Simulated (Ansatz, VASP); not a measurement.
# One calculation of LiH, two programs

```
Li H
1.0
     0.00000    2.23228    2.23228
     2.23228    0.00000    2.23228
     2.23228    2.23228    0.00000
Li H
1 1
Cartesian
  0.0000 0.0000 0.0000
  1.1161 1.1161 1.1161
```

Alike in both runs: task relaxation of cell and atoms; functional PBE; k mesh 13 × 13 × 13; occupations fermi-dirac, width 0.05 eV; no spin polarisation.

|  | VASP | Ansatz |
| --- | --- | --- |
| version | VASP 6.6.1 | Ansatz 0.2.0 |
| potentials or method | VASP PAW PBE potentials, release 64 (Li_sv, H) | PAW with Ansatz's default frozen-core files, scalar-relativistic |
| plane-wave cutoff (eV) | 600 | 420 |
| valence electrons in the cell | 4 | 4 |

```tsv
	VASP	Ansatz	Ansatz less VASP
gap on the k mesh at the Fermi level, each at its own relaxed structure (eV)	4.34	4.33	-0.018
relaxed volume (Å³/atom)	9.78	9.87	+0.090
relaxed cell length with the largest relative difference (Å)	3.024	3.033	+0.0092
energy change over the relaxation (meV/atom)	-13	-12	+1.3
```

Caveats: the cutoff is under 1.25 times the usual one of these potentials, so pressure, stress and relaxed cells hold a basis-set (Pulay) error (VASP); an odd mesh through Γ misses points on the zone boundary, where band edges often lie.
